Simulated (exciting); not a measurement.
Wanted: the native input for an exciting (release sodium) run.

```yaml
Task: band structure
Functional: PBE
Potentials_or_basis: all-electron LAPW+lo, shipped species files, valence relativity iora*
rgkmax: 7
k_mesh: 7 × 7 × 7
Occupations: fermi-dirac, width 0.05 eV
Spin: spin-orbit coupling, no magnetisation
outputlevel: normal
gmaxvr_cutoff_of_density_and_potential: 14 1/bohr
lmaxapw_and_lmaxmat: 10
lmaxvr: 8
nempty: 20
Valence_relativity: iora*
epsengy: 1e-05 Ha
epspot: 1e-05 Ha
maxscl: 60
Muffin-tin_radii: As 2.0, B 1.45 bohr
```

The system is BAs.

```
As B
1.0
     0.00000    2.38850    2.38850
     2.38850    0.00000    2.38850
     2.38850    2.38850    0.00000
As B
1 1
Direct
  0.75000 0.75000 0.75000
  0.00000 0.00000 0.00000
```

The input as run:

input.xml

```xml
<input>
  <title>BAs</title>
  <structure speciespath="./" tshift="false">
    <crystal scale="1">
      <basevect>0.000000000000 4.513610848669 4.513610848669</basevect>
      <basevect>4.513610848669 0.000000000000 4.513610848669</basevect>
      <basevect>4.513610848669 4.513610848669 0.000000000000</basevect>
    </crystal>
    <species speciesfile="As.xml" rmt="2">
      <atom coord="0.750000000000 0.750000000000 0.750000000000"/>
    </species>
    <species speciesfile="B.xml" rmt="1.45">
      <atom coord="0.000000000000 0.000000000000 0.000000000000"/>
    </species>
  </structure>
  <groundstate do="fromscratch" ngridk="7 7 7" rgkmax="7" gmaxvr="14" lmaxapw="10" lmaxmat="10" lmaxvr="8" xctype="GGA_PBE" stype="Fermi Dirac" swidth="0.00183747" nempty="20" ValenceRelativity="iora*" epsengy="1e-05" epspot="1e-05" maxscl="60" outputlevel="normal">
    <spin spinorb="true"/>
  </groundstate>
  <properties>
    <bandstructure>
      <plot1d>
        <path steps="80">
          <point coord="0 0 0" label="G"/>
          <point coord="0.5 0 0.5" label="X"/>
          <point coord="0.5 0.25 0.75" label="W"/>
          <point coord="0.375 0.375 0.75" label="K"/>
          <point coord="0 0 0" label="G"/>
          <point coord="0.5 0.5 0.5" label="L"/>
          <point coord="0.625 0.25 0.625" label="U"/>
          <point coord="0.5 0.25 0.75" label="W"/>
          <point coord="0.5 0.5 0.5" label="L"/>
          <point coord="0.375 0.375 0.75" label="K" breakafter="true"/>
          <point coord="0.625 0.25 0.625" label="U"/>
          <point coord="0.5 0 0.5" label="X"/>
        </path>
      </plot1d>
    </bandstructure>
    <dos nwdos="300" winddos="-0.6 0.5" inttype="tetra" ngrdos="100" nsmdos="0"/>
  </properties>
</input>
```

Potentials or basis: all-electron LAPW+lo, shipped species files, valence relativity iora*.

Run with:

```console
$ OMP_NUM_THREADS=1 exciting_smp
```

It gave:

| Quantity | Value |
| --- | --- |
| Band gap on the k mesh | 1.15 eV, indirect (least direct gap 3.08 eV) |
| Band gap along the path | 1.13 eV, indirect (least direct gap 3.08 eV) |
| All electrons inside the program's atomic spheres | As 30.44; B 3.17 (radii As 2.0, B 1.45 bohr) |

Caveat: total energies with spin-orbit coupling aren't reliable in this program, so none is listed and the log's shouldn't be used; the tetrahedron DOS on this energy grid can lose part of the weight of narrow d or f bands.

It took 4.3 min on 1 thread of Arm Neoverse V1 (shared host), peak memory 0.16 GiB.
